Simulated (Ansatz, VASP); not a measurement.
Two plane-wave programs on AlN

Contents of INCAR:

```
PREC = Accurate
ENCUT = 520
EDIFF = 1E-6
ISMEAR = 0
SIGMA = 0.1
LREAL = False
LASPH = True
NELM = 100
ALGO = Normal
ISIF = 2
LWAVE = False
LCHARG = True
GGA = PE
LELF = True
LVHAR = True
NBANDS = 11
```

The input KPOINTS:

```
Automatic mesh
0
Gamma
  8 8 8
```

Contents of POSCAR:

```
AlN
1.0
    0.0000000000      2.1839935596      2.1839935596
    2.1839935596      0.0000000000      2.1839935596
    2.1839935596      2.1839935596      0.0000000000
Al N
1 1
Direct
    0.0000000000      0.0000000000      0.0000000000
    0.7500000000      0.7500000000      0.7500000000
```

Input for Ansatz:

```yaml
crystal:
  lattice:
    - [0.0, 2.1839935596, 2.1839935596]
    - [2.1839935596, 0.0, 2.1839935596]
    - [2.1839935596, 2.1839935596, 0.0]
  atoms:
    - { symbol: Al, position: [0.0, 0.0, 0.0] }
    - { symbol: "N", position: [0.75, 0.75, 0.75] }
basis:
  ecutwfc: 420
kpoints:
  mp_grid: { grid: [8, 8, 8] }
hamiltonian:
  xc: pbe
scf:
  occupations: { method: gaussian, width: 0.1 }
output:
  forces: true
  stress: true
  eigenvalues: true
```

Measurements of this composition are mostly on another form, of space group No. 186.

Alike in both runs: task single point; functional PBE; k mesh 8 × 8 × 8; occupations gaussian, width 0.1 eV; no spin polarisation.

|  | VASP | Ansatz |
| --- | --- | --- |
| version | VASP 6.6.1 | Ansatz 0.2.0 |
| potentials or method | VASP PAW PBE potentials, release 64 (Al, N) | scalar-relativistic, plane waves, PAW |
| plane-wave cutoff (eV) | 520 | 420 |
| valence electrons in the cell | 8 | 8 |

VASP gave:

| Quantity | Value |
| --- | --- |
| gap on the k mesh at the Fermi level (eV) | 3.32 |
| least direct gap on the mesh (eV) | 4.20 |
| pressure (GPa) | 4.6 |

Question: What did Ansatz give for the same quantities?

Answer: gap on the k mesh at the Fermi level (eV): 3.33; least direct gap on the mesh (eV): 4.19; pressure (GPa): 4.9.

With one functional, cell and mesh, what is left measures potentials, basis and numerics.

A k mesh can miss the band edges. As with any semilocal functional, this PBE gap is likely too small.
